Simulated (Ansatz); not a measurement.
A plane-wave DFT run in Ansatz 0.2.0 (scalar-relativistic PAW potentials unless the input names others): input and command.

```yaml
crystal:
  lattice:
    - [2.0043871558, 1.157233464, 8.4291937982]
    - [-2.0043871558, 1.157233464, 8.4291937982]
    - [0.0, -2.3144669279, 8.4291937982]
  atoms:
    - { symbol: In, position: [-0.0608977429, 0.0632835501, 0.0011929036] }
    - { symbol: In, position: [0.1733610615, 0.0486346585, 0.11099786] }
    - { symbol: Se, position: [0.5589629518, 0.6757361342, 0.617349543] }
    - { symbol: Se, position: [0.8861500097, 0.7701693769, 0.8281596933] }
basis:
  ecutwfc: "80 eV"
kpoints:
  mp_grid: { grid: [12, 12, 12] }
hamiltonian:
  xc: pbesol
scf:
  occupations: { method: gaussian, width: 0.03 }
  max_iter: 60
output:
  forces: true
  eigenvalues: true
  stress: true
```

```bash
ansatz run input.yaml --threads 2 --pin off --max-ram 5120MiB --backend cpu --events-out ev --progress --plain --runs-dir out
```

Abridged log:
```
Pseudopotentials: kind: paw
Pseudopotential: In, paw, valence charge 13, recommended cutoff 420 eV (normal)
Pseudopotential: Se, paw, valence charge 16, recommended cutoff 420 eV (normal)
Functional definition: PBEsol
Crystal: 4 atoms, lattice volume = 117.311 Å³
Basis set: ecut = 80 eV, 181 PW (Γ), FFT grids on a1−a3, a2−a3, a3, exchange–correlation on 30×30×54 points (8 copies of the dense FFT grid, shifted against one another)
Bands: 35, of which v1, the nominal top of the filled ones, is band 29 counted from 1 (28 counted from 0)
Symmetry: 1 space group operations
Space group: P1 (ITA 1), of the structure as read, at distance tolerance 4.9e-5 Å
k-points: 868 of 1728 (time reversal used)
Initial density: superposition of atomic densities (neutral atoms: chi_scale 0, normalization atom), corrected by the library's trained network
Initial wavefunctions: pseudopotential atomic-orbital guess
Functional: x = pbesol(κ = 0.804, μ = 0.12345679), c = pbesol(β = 0.046)
SCF iter   1: F=—  HF=-21159.504002 eV  |F-HF|=—  |Δ(HF+E_count)|=         —  Δρ=9.24e-1  dr2=9.74e2  ethr=1.77e-3  ⟨swp⟩=6.8  Hψ=137252  notcnv=0
SCF iter   2: F=—  HF=-20560.651821 eV  |F-HF|=—  |Δ(HF+E_count)|=    5.99e2  Δρ=2.52e-1  dr2=8.15e1  ethr=1.77e-3  ⟨swp⟩=10.3  Hψ=217471  notcnv=0  defer=1186
SCF iter   3: F=—  HF=-20538.072105 eV  |F-HF|=—  |Δ(HF+E_count)|=    2.26e1  Δρ=1.27e-1  dr2=5.22e1  ethr=1.77e-3  ⟨swp⟩=9.2  Hψ=169406  notcnv=0  defer=1020
SCF iter   4: F=—  HF=-20529.724836 eV  |F-HF|=—  |Δ(HF+E_count)|=    8.35e0  Δρ=2.82e-2  dr2=1.01e0  ethr=1.77e-3  ⟨swp⟩=6.9  Hψ=103609  notcnv=0  defer=1028
SCF iter   5: F=—  HF=-20529.624994 eV  |F-HF|=—  |Δ(HF+E_count)|=   9.98e-2  Δρ=1.31e-2  dr2=2.81e-1  ethr=1.75e-3  ⟨swp⟩=2.8  Hψ=58047  notcnv=0  defer=948
SCF iter   6: F=—  HF=-20529.582080 eV  |F-HF|=—  |Δ(HF+E_count)|=   4.29e-2  Δρ=3.20e-3  dr2=1.71e-2  ethr=4.85e-4  ⟨swp⟩=3.3  Hψ=50328  notcnv=0  defer=964
SCF iter   7: F=—  HF=-20529.582401 eV  |F-HF|=—  |Δ(HF+E_count)|=   3.21e-4  Δρ=1.71e-3  dr2=6.53e-3  ethr=2.95e-5  ⟨swp⟩=3.7  Hψ=52062  notcnv=0  defer=1013
SCF iter   8: F=—  HF=-20529.581467 eV  |F-HF|=—  |Δ(HF+E_count)|=   9.34e-4  Δρ=4.14e-4  dr2=4.25e-4  ethr=1.13e-5  ⟨swp⟩=2.4  Hψ=41742  notcnv=0  defer=925
SCF iter   9: F=—  HF=-20529.581496 eV  |F-HF|=—  |Δ(HF+E_count)|=   2.92e-5  Δρ=2.14e-4  dr2=1.07e-4  ethr=7.33e-7  ⟨swp⟩=2.2  Hψ=44275  notcnv=0  defer=921
SCF iter  10: F=—  HF=-20529.581491 eV  |F-HF|=—  |Δ(HF+E_count)|=   5.25e-6  Δρ=7.77e-5  dr2=1.09e-5  ethr=1.85e-7  ⟨swp⟩=2.1  Hψ=44359  notcnv=0  defer=918
SCF iter  11: F=—  HF=-20529.572432 eV  |F-HF|=—  |Δ(HF+E_count)|=   9.06e-3  Δρ=5.24e-5  dr2=2.96e-6  ethr=1.88e-8  ⟨swp⟩=2.6  Hψ=58972  notcnv=0  defer=918
SCF iter  12: F=—  HF=-20529.572432 eV  |F-HF|=—  |Δ(HF+E_count)|=   3.47e-8  Δρ=2.39e-5  dr2=4.88e-7  ethr=5.11e-9  ⟨swp⟩=2.1  Hψ=39215  notcnv=0  defer=915
SCF iter  13: F=—  HF=-20529.572432 eV  |F-HF|=—  |Δ(HF+E_count)|=   2.13e-7  Δρ=1.50e-5  dr2=4.06e-7  ethr=1.72e-10  ⟨swp⟩=11.1  Hψ=148407  notcnv=0
SCF iter  14: F=-20529.572432 eV  HF=-20529.572432 eV  |F-HF|=1.08e-8  |Δ(HF+E_count)|=   9.42e-8  Δρ=3.12e-6  dr2=1.89e-8  ethr=1.72e-10  ⟨swp⟩=1.9  Hψ=80589  notcnv=0
SCF 1 converged in 14 iterations: F = -20529.572432 eV  dr2 = 1.89e-8
SCF converged after 14 iterations
Free energy (F): -20529.572432 eV
Harris-Foulkes:  -20529.572432 eV  (|F-HF|=1.08e-8)
Internal energy: -20529.570493 eV  (E = F + TS)
E sigma→0 (E₀):  -20529.571462 eV
Entropy (-TS):   -0.001939 eV (-0.485 meV/atom)
Fermi energy:    4.773092 eV
--- Forces (eV/Å), atoms counted from 1 ---
  atom   1  In     0.73017134     0.02925252     8.33033769
  atom   2  In    -1.01431238    -0.99122861    -8.54426918
  atom   3  Se    -5.02270108     5.79563222     0.46765783
  atom   4  Se     5.30638853    -4.83336362    -0.25600340
--- Stress (GPa, compression-positive) ---
       17.010323      -6.807797     -14.920496
       -6.807797      27.062941      28.988151
      -14.920495      28.988151     -51.808494
  P = ⅓ Tr σ = -2.5784 GPa (-25.784 kbar)
```

Question: What is wrong with this input?

Answer: The fault is a cutoff far too low (basis.ecutwfc: 420 → "80 eV", the first being the value of the sound run). Setting it back cures it. The log, from which this was withheld above, says: «Warning: basis.ecutwfc = 80 eV is below the records' recommended 420 eV, and the density's cutoff is lower with it unless basis.ecutrho_ratio is high enough to keep the records' density cutoff: compare with a run at a higher cutoff» The run converged all the same, with an energy at zero smearing 342.9 eV/atom above the reference's, pressure -2.58 GPa, largest force 8.661 eV/Å, no gap on the mesh, so convergence alone doesn't show that an input is right. A reference run from the same start on usual settings converged with pressure -0.11 GPa, largest force 0.251 eV/Å, gap on the mesh 0.31 eV.

It took 27 s on 2 threads of Intel(R) Xeon(R) 6975P-C (Granite Rapids), with other jobs on the host, peak memory 0.68 GiB.